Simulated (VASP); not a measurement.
# ZnSe (Stilleite): single point with LDA

**What was measured.**

From “Alloy Disordering Effects on the Thermal Conductivity and Energy Gap Temperature Dependence of Cd1−xZnxSe Ternary Crystals Grown by the Bridgman Method”, 2023, pmc:10253836, for a bulk crystal of ZnSe at 300 K: band gap 2.695 ± 0.003 eV (an exciton energy, a little under the gap).

Crystal: ZnSe (Stilleite).

```
Zn Se
1.0
     0.00000    2.83380    2.83380
     2.83380    0.00000    2.83380
     2.83380    2.83380    0.00000
Zn Se
1 1
Direct
  0.00000 0.00000 0.00000
  0.25000 0.25000 0.25000
```

```
Program                : VASP 6.6.1
Task                   : single point
Functional             : LDA
Potentials or basis    : VASP PAW LDA potentials, release 64 (Zn, Se)
Cutoff                 : 520 eV
k mesh                 : 6 × 6 × 6
Occupations            : gaussian, width 0.03 eV
Spin                   : no spin polarisation
Further INCAR settings : ALGO = Normal; EDIFF = 1e-06
```

The pressure is -3.1 GPa and the band gap on the k mesh is 1.07 eV, direct.

Levels at points of the mesh, in eV from the valence-band top:
| k point | band 6 | band 7 | band 8 | band 9 | band 10 | band 11 | band 12 | band 13 |
| --- | --- | --- | --- | --- | --- | --- | --- | --- |
| (0.00, 0.00, 0.00) | -6.32 | 0.00 | 0.00 | 0.00 | 1.07 | 5.70 | 5.70 | 5.70 |
| (0.50, 0.00, 0.00) | -6.16 | -5.29 | -0.88 | -0.88 | 2.37 | 6.28 | 6.28 | 8.35 |
| (0.50, 0.50, 0.00) | -6.14 | -4.83 | -2.20 | -2.20 | 2.80 | 3.32 | 10.52 | 11.08 |

Run time: 3.5 s on 4 MPI ranks on Intel(R) Xeon(R) Platinum 8559C (Emerald Rapids) (shared host), peak memory 0.13 GiB a rank.

A measured gap of ZnSe is 2.695 eV (an exciton energy, a little under the gap; 300 K; “Alloy Disordering Effects on the Thermal Conductivity and Energy Gap Temperature Dependence of Cd1−xZnxSe Ternary Crystals Grown by the Bridgman Method”, 2023, pmc:10253836); the calculated 1.07 eV misses it by -1.63 eV. So large a miss can be the level of theory's own, or it may mean another phase, state or a wrong row. Spin-orbit coupling on Se is left out. The value is that of LDA, without temperature or zero-point motion. Semilocal functionals fall short of measured gaps as a rule.
